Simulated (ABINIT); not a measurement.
# GaSb (F-43m) in ABINIT: further runs, part 2 of 2

ABINIT 10.8.3 (patched build). The steps go on from the part before.

## Step 3: Band structure, PW91

The input, run.abi:

```
# Datasets: ground state, then fixed potential
ndtset 2

# Pseudopotentials
pp_dirpath "./"
pseudos "Sb.GGA_PBE-JTH.xml, Ga.GGA_PBE-JTH.xml"

# Structure
acell 3*1.0 Angstrom
rprim
     0.0000000000     3.0590000000     3.0590000000
     3.0590000000     0.0000000000     3.0590000000
     3.0590000000     3.0590000000     0.0000000000
ntypat 2
znucl 51 31
natom 2
typat 1 2
xred
     0.7500000000     0.7500000000     0.7500000000
     0.0000000000     0.0000000000     0.0000000000

# Plane-wave basis
ecut 17.0
pawecutdg 34.0

# Exchange and correlation
ixc -109134

# Bands and occupations
occopt 3
tsmear 0.00183747

# SCF cycle
nstep 100

# Output
iomode 3
prtwf 0
prteig 0
prtebands 0
prtden1 1

# Dataset 1
kptopt1 1
ngkpt1 8 8 8
nshiftk1 1
shiftk1 0.0 0.0 0.0
nband1 18
tolvrs1 1.0e-9

# Dataset 2: bands along G-X-W-K-G-L-U-W-L-K
iscf2 -2
getden2 1
nband2 22
nbdbuf2 2
tolwfr2 1.0e-12
kptopt2 -9
ndivsm2 5
prteig2 1
kptbounds2
     0.0000000000     0.0000000000     0.0000000000
     0.5000000000     0.0000000000     0.5000000000
     0.5000000000     0.2500000000     0.7500000000
     0.3750000000     0.3750000000     0.7500000000
     0.0000000000     0.0000000000     0.0000000000
     0.5000000000     0.5000000000     0.5000000000
     0.6250000000     0.2500000000     0.6250000000
     0.5000000000     0.2500000000     0.7500000000
     0.5000000000     0.5000000000     0.5000000000
     0.3750000000     0.3750000000     0.7500000000
```

Potentials or basis: JTH PAW PBE v2.0.

On the command line:

```bash
abinit run.abi > log 2>&1
```

run.abo:

```text
.Version 10.8.3 of ABINIT
 DATASET    1 : space group F-4 3 m (#216); Bravais cF (face-center cubic)
================================================================================
 Values of the parameters that define the memory need for DATASET  1.
     intxc =       0    ionmov =       0      iscf =      17    lmnmax =      18
     lnmax =       6     mgfft =      32  mpssoang =       3    mqgrid =    3001
     natom =       2  nloc_mem =       2    nspden =       1   nspinor =       1
    nsppol =       1      nsym =      24    n1xccc =       1    ntypat =       2
    occopt =       3   xclevel =       2
       mpw =        1308          nfft =       32768          nkpt =          29
 PAW method is used; the additional fine FFT grid is defined by:
   mgfftf=        45    nfftf =     91125
================================================================================
================================================================================

 DATASET    2 : space group F-4 3 m (#216); Bravais cF (face-center cubic)
================================================================================
 Values of the parameters that define the memory need for DATASET  2.
     intxc =       0    ionmov =       0      iscf =      -2    lmnmax =      18
     lnmax =       6     mgfft =      32  mpssoang =       3    mqgrid =    3001
     natom =       2  nloc_mem =       2    nspden =       1   nspinor =       1
    nsppol =       1      nsym =      24    n1xccc =       1    ntypat =       2
    occopt =       3   xclevel =       2
       mpw =        1313          nfft =       32768          nkpt =          87
[... 1381 lines left out ...]
  -0.38235   -0.38220   -0.17615   -0.06431    0.04620    0.10296    0.23217    0.33813
   0.37426    0.38220    0.45578    0.49648    0.55303    0.62341
 kpt#  85, nband= 22, wtk=  1.00000, kpt=  0.4028  0.4028  0.6944 (reduced coord)
  -0.88751   -0.88737   -0.88734   -0.88694   -0.88687   -0.38534   -0.38333   -0.38325
  -0.38239   -0.38220   -0.17153   -0.06710    0.03943    0.09787    0.22863    0.34340
   0.37987    0.39195    0.44890    0.49310    0.58200    0.63088
 kpt#  86, nband= 22, wtk=  1.00000, kpt=  0.3889  0.3889  0.7222 (reduced coord)
  -0.88753   -0.88735   -0.88733   -0.88695   -0.88686   -0.38540   -0.38328   -0.38320
  -0.38243   -0.38219   -0.16749   -0.07057    0.03685    0.09349    0.22503    0.32976
   0.39734    0.40839    0.44441    0.49353    0.60926    0.63552
 kpt#  87, nband= 22, wtk=  1.00000, kpt=  0.3750  0.3750  0.7500 (reduced coord)
  -0.88754   -0.88734   -0.88732   -0.88696   -0.88685   -0.38544   -0.38325   -0.38317
  -0.38246   -0.38218   -0.16497   -0.07335    0.03804    0.09000    0.22206    0.31274
   0.41287    0.42115    0.44827    0.49988    0.61833    0.64542

== END DATASET(S) ==============================================================
================================================================================

 -outvars: echo values of variables after computation  --------
            acell      1.8897261259E+00  1.8897261259E+00  1.8897261259E+00 Bohr
           etotal1    -1.6186091895E+02
            fcart1     7.2781469035E-31  7.2781469035E-31 -2.1834440710E-30
                      -7.2781469035E-31 -7.2781469035E-31  2.1834440710E-30
            rprim      0.0000000000E+00  3.0590000000E+00  3.0590000000E+00
                       3.0590000000E+00  0.0000000000E+00  3.0590000000E+00
                       3.0590000000E+00  3.0590000000E+00  0.0000000000E+00
           strten1    -6.6566438753E-05 -6.6566438753E-05 -6.6566438753E-05
                       0.0000000000E+00  0.0000000000E+00  0.0000000000E+00
           xangst      4.5885000000E+00  4.5885000000E+00  4.5885000000E+00
                       0.0000000000E+00  0.0000000000E+00  0.0000000000E+00
             xred      7.5000000000E-01  7.5000000000E-01  7.5000000000E-01
                       0.0000000000E+00  0.0000000000E+00  0.0000000000E+00
 Calculation completed.
```

Wall time 82 s (1 thread of Arm Neoverse V1, shared host); peak memory 0.14 GiB.

What came out:

```yaml
Free_energy: -4404.4600 eV
Pressure: 2.0 GPa
Band_gap_on_the_k_mesh: none (metal or under the smearing width)
Valence_electrons_inside_the_program's_atomic_spheres: Sb 12.56; Ga 11.05
```

Levels at the corners of the path, in eV from the Fermi level:
| point | band 11 | band 12 | band 13 | band 14 | band 15 | band 16 | band 17 | band 18 |
| --- | --- | --- | --- | --- | --- | --- | --- | --- |
| Γ | -11.54 | -0.08 | -0.05 | -0.05 | -0.05 | 2.75 | 2.75 | 2.75 |
| X | -9.10 | -6.86 | -2.61 | -2.61 | 0.86 | 1.21 | 8.65 | 8.65 |
| W | -9.06 | -6.72 | -3.39 | -3.16 | 3.62 | 4.29 | 4.36 | 4.73 |
| K | -9.17 | -6.68 | -3.65 | -2.23 | 1.36 | 3.83 | 6.55 | 6.78 |
| Γ | -11.54 | -0.08 | -0.05 | -0.05 | -0.05 | 2.75 | 2.75 | 2.75 |
| L | -9.92 | -6.41 | -1.20 | -1.20 | 0.33 | 3.72 | 3.72 | 6.44 |
| U | -9.17 | -6.68 | -3.65 | -2.23 | 1.36 | 3.83 | 6.55 | 6.78 |
| W | -9.06 | -6.72 | -3.39 | -3.16 | 3.62 | 4.29 | 4.36 | 4.73 |
| L | -9.92 | -6.41 | -1.20 | -1.20 | 0.33 | 3.72 | 3.72 | 6.44 |
| K | -9.17 | -6.68 | -3.65 | -2.23 | 1.36 | 3.83 | 6.55 | 6.78 |

Caveat: the PAW data sets were made with another functional, which shifts forces and pressure a little; spin-orbit coupling is left out, which moves the levels of the heavy elements; this crystal is a semiconductor, whose small gap the functional closes, so the metal is an error of the method.

## Step 4: Band structure, HCTH407

run.abi: that of step 3 with these lines changed.

```diff
@@ -5,10 +5,10 @@
 pp_dirpath "./"
-pseudos "Sb.GGA_PBE-JTH.xml, Ga.GGA_PBE-JTH.xml"
+pseudos "Sb.GGA_PBE-JTH_sp.xml, Ga.GGA_PBE-JTH.xml"
 
 # Structure
-acell 3*1.0 Angstrom
+acell 3*1.0
 rprim
-     0.0000000000     3.0590000000     3.0590000000
-     3.0590000000     0.0000000000     3.0590000000
-     3.0590000000     3.0590000000     0.0000000000
+     0.0000000000     5.7806722152     5.7806722152
+     5.7806722152     0.0000000000     5.7806722152
+     5.7806722152     5.7806722152     0.0000000000
 ntypat 2
@@ -22,7 +22,7 @@
 # Plane-wave basis
-ecut 17.0
-pawecutdg 34.0
+ecut 20.0
+pawecutdg 40.0
 
 # Exchange and correlation
-ixc -109134
+ixc 27
 
@@ -30,3 +30,3 @@
 occopt 3
-tsmear 0.00183747
+tsmear 0.05 eV
 
@@ -40,2 +40,3 @@
 prtebands 0
+enunit 2
 prtden1 1
@@ -47,3 +48,3 @@
 shiftk1 0.0 0.0 0.0
-nband1 18
+nband1 13
 tolvrs1 1.0e-9
@@ -53,3 +54,3 @@
 getden2 1
-nband2 22
+nband2 17
 nbdbuf2 2
```

Potentials or basis: JTH PAW PBE v2.0 sp.

On the command line:

```bash
abinit run.abi > log 2>&1
```

Run time: 88 s. Hardware: 1 thread of Arm Neoverse V1, shared host; peak memory 0.14 GiB.

Results (log left out):

* Free energy: -2325.9055 eV
* Pressure: 3.7 GPa
* Band gap on the k mesh: 0.16 eV, direct
* Band gap along the path: 0.16 eV, direct
* Valence electrons inside the program's atomic spheres: Sb 2.44; Ga 11.04

Levels at the corners of the path, in eV from the valence-band top:
```
point  band 6  band 7  band 8  band 9  band 10  band 11  band 12  band 13
    Γ  -11.37    0.00    0.00    0.00     0.16     3.04     3.04     3.04
    X   -9.05   -6.67   -2.45   -2.45     1.28     1.72     8.97     8.97
    W   -9.01   -6.55   -3.15   -2.93     3.86     4.76     4.78     5.33
    K   -9.11   -6.50   -3.39   -2.08     1.80     4.23     7.01     7.13
    Γ  -11.37    0.00    0.00    0.00     0.16     3.04     3.04     3.04
    L   -9.83   -6.19   -1.10   -1.10     0.66     4.07     4.07     7.43
    U   -9.11   -6.50   -3.39   -2.08     1.80     4.23     7.01     7.13
    W   -9.01   -6.55   -3.15   -2.93     3.86     4.76     4.78     5.33
    L   -9.83   -6.19   -1.10   -1.10     0.66     4.07     4.07     7.43
    K   -9.11   -6.50   -3.39   -2.08     1.80     4.23     7.01     7.13
```

Caveat: the PAW data sets were made with another functional, which shifts forces and pressure a little; spin-orbit coupling is left out, which moves the levels of the heavy elements; this set keeps more shells in the core, which shifts pressures and gaps.

## Step 5: Band structure, BLYP

The input, run.abi:

```
ndtset 2

pp_dirpath "./"
pseudos "Sb.GGA_PBE-JTH.xml, Ga.GGA_PBE-JTH.xml"

acell 3*1.0 Angstrom
rprim
     0.0000000000     3.0590000000     3.0590000000
     3.0590000000     0.0000000000     3.0590000000
     3.0590000000     3.0590000000     0.0000000000
ntypat 2
znucl 51 31
natom 2
typat 1 2
xcart
     4.5885000000     4.5885000000     4.5885000000
     0.0000000000     0.0000000000     0.0000000000 Angstrom

ecut 17.0
pawecutdg 34.0

ixc -106131

occopt 3
tsmear 0.00183747

nstep 100

iomode 3
prtwf 0
prteig 0
prtebands 0
enunit 1
prtden1 1

kptopt1 1
ngkpt1 8 8 8
nshiftk1 1
shiftk1 0.0 0.0 0.0
nband1 18
tolvrs1 1.0e-9

iscf2 -2
getden2 1
nband2 22
nbdbuf2 2
tolwfr2 1.0e-12
kptopt2 -9
ndivsm2 6
prteig2 1
prtvol2 -3
kptbounds2
     0.0000000000     0.0000000000     0.0000000000
     0.5000000000     0.0000000000     0.5000000000
     0.5000000000     0.2500000000     0.7500000000
     0.3750000000     0.3750000000     0.7500000000
     0.0000000000     0.0000000000     0.0000000000
     0.5000000000     0.5000000000     0.5000000000
     0.6250000000     0.2500000000     0.6250000000
     0.5000000000     0.2500000000     0.7500000000
     0.5000000000     0.5000000000     0.5000000000
     0.3750000000     0.3750000000     0.7500000000
```

Potentials or basis: JTH PAW PBE v2.0.

On the command line:

```bash
abinit run.abi > log 2>&1
```

run.abo:

```text
.Version 10.8.3 of ABINIT
 DATASET    1 : space group F-4 3 m (#216); Bravais cF (face-center cubic)
================================================================================
 Values of the parameters that define the memory need for DATASET  1.
     intxc =       0    ionmov =       0      iscf =      17    lmnmax =      18
     lnmax =       6     mgfft =      32  mpssoang =       3    mqgrid =    3001
     natom =       2  nloc_mem =       2    nspden =       1   nspinor =       1
    nsppol =       1      nsym =      24    n1xccc =       1    ntypat =       2
    occopt =       3   xclevel =       2
       mpw =        1308          nfft =       32768          nkpt =          29
 PAW method is used; the additional fine FFT grid is defined by:
   mgfftf=        45    nfftf =     91125
================================================================================
================================================================================

[... 1588 lines left out ...]
 -23.63073  -23.62527  -23.62468  -23.61282  -23.60998  -10.07153  -10.01135  -10.00946
  -9.98793   -9.98028   -4.07169   -1.55648    1.57466    2.94371    6.60539    9.04164
  11.71881   11.92677   12.79136   14.22796   17.36760   18.20070

== END DATASET(S) ==============================================================
================================================================================

 -outvars: echo values of variables after computation  --------
            acell      1.8897261259E+00  1.8897261259E+00  1.8897261259E+00 Bohr
           etotal1    -1.6155852574E+02
            fcart1    -2.9112587614E-30 -3.5971209339E-47  2.9112587614E-30
                       2.9112587614E-30  3.5971209339E-47 -2.9112587614E-30
            rprim      0.0000000000E+00  3.0590000000E+00  3.0590000000E+00
                       3.0590000000E+00  0.0000000000E+00  3.0590000000E+00
                       3.0590000000E+00  3.0590000000E+00  0.0000000000E+00
           strten1    -1.7137273379E-04 -1.7137273379E-04 -1.7137273379E-04
                       0.0000000000E+00  0.0000000000E+00  0.0000000000E+00
           xangst      4.5885000000E+00  4.5885000000E+00  4.5885000000E+00
                       0.0000000000E+00  0.0000000000E+00  0.0000000000E+00
             xred      7.5000000000E-01  7.5000000000E-01  7.5000000000E-01
                       0.0000000000E+00  0.0000000000E+00  0.0000000000E+00
 Calculation completed.
```

Run time: 87 s. Hardware: 1 thread of Arm Neoverse V1, shared host; peak memory 0.15 GiB.

What came out:

| Property | Result |
| --- | --- |
| Free energy | -4396.2314 eV |
| Pressure | 5.0 GPa |
| Band gap on the k mesh | none (metal or under the smearing width) |
| Valence electrons inside the program's atomic spheres | Sb 12.59; Ga 11.07 |

Levels at the corners of the path, in eV from the Fermi level:
| point | band 11 | band 12 | band 13 | band 14 | band 15 | band 16 | band 17 | band 18 |
| --- | --- | --- | --- | --- | --- | --- | --- | --- |
| Γ | -11.54 | -0.22 | -0.04 | -0.04 | -0.04 | 2.79 | 2.79 | 2.79 |
| X | -9.14 | -6.87 | -2.57 | -2.57 | 0.96 | 1.38 | 8.60 | 8.60 |
| W | -9.10 | -6.74 | -3.31 | -3.09 | 3.59 | 4.41 | 4.44 | 4.88 |
| K | -9.21 | -6.69 | -3.56 | -2.19 | 1.47 | 3.91 | 6.58 | 6.79 |
| Γ | -11.54 | -0.22 | -0.04 | -0.04 | -0.04 | 2.79 | 2.79 | 2.79 |
| L | -9.95 | -6.39 | -1.18 | -1.18 | 0.34 | 3.80 | 3.80 | 6.69 |
| U | -9.21 | -6.69 | -3.56 | -2.19 | 1.47 | 3.91 | 6.58 | 6.79 |
| W | -9.10 | -6.74 | -3.31 | -3.09 | 3.59 | 4.41 | 4.44 | 4.88 |
| L | -9.95 | -6.39 | -1.18 | -1.18 | 0.34 | 3.80 | 3.80 | 6.69 |
| K | -9.21 | -6.69 | -3.56 | -2.19 | 1.47 | 3.91 | 6.58 | 6.79 |

Caveat: the PAW data sets were made with another functional, which shifts forces and pressure a little; spin-orbit coupling is left out, which moves the levels of the heavy elements; this crystal is a semiconductor, whose small gap the functional closes, so the metal is an error of the method.

## Step 6: Band structure, LDA-Teter

The input, run.abi:

```
# Datasets: ground state, then fixed potential
ndtset 2

# Pseudopotentials
pp_dirpath "./"
pseudos "Sb.LDA_PW-JTH.xml, Ga.LDA_PW-JTH.xml"

# Structure
acell 8.1751050464 8.1751050464 8.1751050464
rprim
     0.0000000000     0.7071067812     0.7071067812
     0.7071067812     0.0000000000     0.7071067812
     0.7071067812     0.7071067812     0.0000000000
ntypat 2
znucl 51 31
natom 2
typat 1 2
xred
     0.7500000000     0.7500000000     0.7500000000
     0.0000000000     0.0000000000     0.0000000000

# Plane-wave basis
ecut 462.593566 eV
pawecutdg 34.0

# Exchange and correlation
ixc 1

# Bands and occupations
occopt 3
tsmear 0.05 eV

# SCF cycle
nstep 100

# Output
iomode 3
prtwf 0
prteig 0
prtebands 0
prtden1 1

# Dataset 1
kptopt1 1
ngkpt1 8 8 8
nshiftk1 1
shiftk1 0.0 0.0 0.0
nband1 18
tolvrs1 1.0e-9

# Dataset 2: bands along G-X-W-K-G-L-U-W-L-K
iscf2 -2
getden2 1
nband2 22
nbdbuf2 2
tolwfr2 1.0e-12
kptopt2 -9
ndivsm2 8
prteig2 1
prtvol2 -3
kptbounds2
     0.0000000000     0.0000000000     0.0000000000
     0.5000000000     0.0000000000     0.5000000000
     0.5000000000     0.2500000000     0.7500000000
     0.3750000000     0.3750000000     0.7500000000
     0.0000000000     0.0000000000     0.0000000000
     0.5000000000     0.5000000000     0.5000000000
     0.6250000000     0.2500000000     0.6250000000
     0.5000000000     0.2500000000     0.7500000000
     0.5000000000     0.5000000000     0.5000000000
     0.3750000000     0.3750000000     0.7500000000
```

Potentials or basis: JTH PAW LDA v2.0.

On the command line:

```bash
abinit run.abi > log 2>&1
```

Wall time 1.8 min (1 thread of Arm Neoverse V1, shared host); peak memory 0.15 GiB.

The run converged. Its results:

```yaml
Free_energy: -4411.2080 eV
Pressure: -1.9 GPa
Band_gap_on_the_k_mesh: none (metal or under the smearing width)
Valence_electrons_inside_the_program's_atomic_spheres: Sb 12.56; Ga 11.06
```

Levels at the corners of the path, in eV from the Fermi level:
| point | band 12 | band 13 | band 14 | band 15 | band 16 | band 17 |
| --- | --- | --- | --- | --- | --- | --- |
| Γ | -0.22 | -0.04 | -0.04 | -0.04 | 2.74 | 2.74 |
| X | -6.88 | -2.61 | -2.61 | 0.80 | 1.14 | 8.59 |
| W | -6.75 | -3.39 | -3.17 | 3.57 | 4.22 | 4.31 |
| K | -6.70 | -3.66 | -2.22 | 1.30 | 3.78 | 6.48 |
| Γ | -0.22 | -0.04 | -0.04 | -0.04 | 2.74 | 2.74 |
| L | -6.44 | -1.19 | -1.19 | 0.24 | 3.71 | 3.71 |
| U | -6.70 | -3.66 | -2.22 | 1.30 | 3.78 | 6.48 |
| W | -6.75 | -3.39 | -3.17 | 3.57 | 4.22 | 4.31 |
| L | -6.44 | -1.19 | -1.19 | 0.24 | 3.71 | 3.71 |
| K | -6.70 | -3.66 | -2.22 | 1.30 | 3.78 | 6.48 |

Caveat: spin-orbit coupling is left out, which moves the levels of the heavy elements; this crystal is a semiconductor, whose small gap the functional closes, so the metal is an error of the method.

## Step 7: Overview

| level | potentials or basis | cutoff (eV) | fine-grid cutoff | gap on the mesh (eV) | pressure (GPa) |
| --- | --- | --- | --- | --- | --- |
| HCTH407 | JTH PAW PBE v2.0 | 463 | 925.187 eV | 0.13 | 3.4 |
| PW91 | JTH PAW PBE v2.0 | 463 | 925.187 eV | none | 2.0 |
| HCTH407 | JTH PAW PBE v2.0 sp | 544 | 1088.46 eV | 0.16 | 3.7 |
| BLYP | JTH PAW PBE v2.0 | 463 | 925.187 eV | none | 5.0 |
| LDA-Teter | JTH PAW LDA v2.0 | 463 | 925.187 eV | none | -1.9 |

Alike in all rows: task band structure; no spin polarisation; cell as given; k mesh 8 × 8 × 8; smearing fermi-dirac 0.05 eV.

Caveats: spin-orbit coupling is left out, which moves the levels of the heavy elements; the PAW data sets were made with another functional, which shifts forces and pressure a little (some runs); this crystal is a semiconductor, whose small gap the functional closes, so the metal is an error of the method (some runs); this set keeps more shells in the core, which shifts pressures and gaps (some runs).

Total energies depend on the potentials used, so only differences within one code and one set of settings carry meaning.

## Step 8: Against experiment

Step 2. Measured gap of GaSb: 0.811 eV (direct; 4.2 K; a printed reference work, data compilation). This calculation gives 0.13 eV (-0.68 eV). Spin-orbit coupling on Ga, Sb is left out. The value is that of HCTH407, without temperature or zero-point motion.

Step 3. Against the measured gap of GaSb, 0.811 eV (direct; 4.2 K; a printed reference work, data compilation), the calculated 0.00 eV is off by -0.81 eV. Spin-orbit coupling on Ga, Sb is left out. The value is that of PW91 on a finite k mesh, which can miss the band edges, without temperature or zero-point motion. Semilocal functionals fall short of measured gaps as a rule.

Step 4. Measured gap of GaSb: 0.811 eV (direct; 4.2 K; a printed reference work, data compilation). This calculation gives 0.16 eV (-0.65 eV). Spin-orbit coupling on Ga, Sb is left out. The value is that of HCTH407, without temperature or zero-point motion.

Step 5. A measured gap of GaSb is 0.811 eV (direct; 4.2 K; a printed reference work, data compilation); the calculated 0.00 eV misses it by -0.81 eV. Spin-orbit coupling on Ga, Sb is left out. The value is that of BLYP on a finite k mesh, which can miss the band edges, without temperature or zero-point motion. Semilocal functionals fall short of measured gaps as a rule.

Step 6. Measured gap of GaSb: 0.811 eV (direct; 4.2 K; a printed reference work, data compilation). This calculation gives 0.00 eV (-0.81 eV). Spin-orbit coupling on Ga, Sb is left out. The value is that of LDA-Teter on a finite k mesh, which can miss the band edges, without temperature or zero-point motion. Semilocal functionals fall short of measured gaps as a rule.
